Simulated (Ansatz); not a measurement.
# Where the states of CaSe lie

```cif
data_structure
_symmetry_space_group_name_H-M 'Fm-3m'
_symmetry_Int_Tables_number 225
_cell_length_a 5.9405
_cell_length_b 5.9405
_cell_length_c 5.9405
_cell_angle_alpha 90.000
_cell_angle_beta 90.000
_cell_angle_gamma 90.000
_cell_volume 209.63
loop_
_atom_site_label
_atom_site_type_symbol
_atom_site_symmetry_multiplicity
_atom_site_Wyckoff_symbol
_atom_site_fract_x
_atom_site_fract_y
_atom_site_fract_z
_atom_site_occupancy
Ca1 Ca 4 a 0.00000 0.00000 0.00000 1
Se1 Se 4 b 0.50000 0.00000 0.00000 1
```

The runs use the primitive cell with vectors (0.000, 2.970, 2.970), (2.970, 0.000, 2.970), (2.970, 2.970, 0.000) Å, to which the k mesh refers.

Structure from Materials Project entry mp-1415 (possibly hypothetical), not relaxed further.

Level of theory: Ansatz 0.2.0, DFT, LDA, all-electron LAPW, scalar-relativistic.

Sampling and basis: a Γ-centred 9×9×9 k mesh, Fermi–Dirac smearing of 0.03 eV, basis error target 0.25 meV/atom, no spin polarisation.

States per eV and cell, averaged over 0.4 eV, from -11.8 to 3.2 eV, with energies (bin centres) from the valence-band top; empty bins are left out. The partial columns, the largest 4 alone, are projections on Löwdin-orthogonalised atomic shells (those that the program's projection atoms carry: the occupied ones and, for some elements, an empty d or f shell; other empty shells have no column), summed over atoms of an element. Weights on diffuse s and p shells depend on that basis and aren't pure angular character.

```json
{"E (eV)": "-11.7", "total": "0.35", "Se 4p": "0.00", "Se 4s": "0.25", "Ca 4s": "0.10", "Ca 3p": "0.00"}
{"E (eV)": "-11.3", "total": "4.65", "Se 4p": "0.00", "Se 4s": "4.29", "Ca 4s": "0.29", "Ca 3p": "0.04"}
{"E (eV)": "-3.3", "total": "0.06", "Se 4p": "0.05", "Se 4s": "0.00", "Ca 4s": "0.01", "Ca 3p": "0.00"}
{"E (eV)": "-2.9", "total": "0.93", "Se 4p": "0.71", "Se 4s": "0.01", "Ca 4s": "0.19", "Ca 3p": "0.00"}
{"E (eV)": "-2.5", "total": "2.95", "Se 4p": "2.44", "Se 4s": "0.04", "Ca 4s": "0.36", "Ca 3p": "0.03"}
{"E (eV)": "-2.1", "total": "0.66", "Se 4p": "0.55", "Se 4s": "0.02", "Ca 4s": "0.07", "Ca 3p": "0.00"}
{"E (eV)": "-1.7", "total": "1.83", "Se 4p": "1.66", "Se 4s": "0.01", "Ca 4s": "0.05", "Ca 3p": "0.02"}
{"E (eV)": "-1.3", "total": "4.16", "Se 4p": "3.84", "Se 4s": "0.01", "Ca 4s": "0.04", "Ca 3p": "0.02"}
{"E (eV)": "-0.9", "total": "3.30", "Se 4p": "3.08", "Se 4s": "0.00", "Ca 4s": "0.01", "Ca 3p": "0.02"}
{"E (eV)": "-0.5", "total": "0.91", "Se 4p": "0.86", "Se 4s": "0.00", "Ca 4s": "0.00", "Ca 3p": "0.00"}
{"E (eV)": "-0.1", "total": "0.19", "Se 4p": "0.18", "Se 4s": "0.00", "Ca 4s": "0.00", "Ca 3p": "0.00"}
{"E (eV)": "1.9", "total": "0.01", "Se 4p": "0.00", "Se 4s": "0.00", "Ca 4s": "0.00", "Ca 3p": "0.00"}
{"E (eV)": "2.3", "total": "0.21", "Se 4p": "0.00", "Se 4s": "0.00", "Ca 4s": "0.00", "Ca 3p": "0.00"}
{"E (eV)": "2.7", "total": "0.45", "Se 4p": "0.01", "Se 4s": "0.00", "Ca 4s": "0.00", "Ca 3p": "0.00"}
{"E (eV)": "3.1", "total": "0.73", "Se 4p": "0.02", "Se 4s": "0.00", "Ca 4s": "0.01", "Ca 3p": "0.00"}
```

Q: Which of the resolved shells contributes most in the top eV of the valence band?

A: Se 4p, with 94 % of all states there; Ca 3p follows with 0 %.
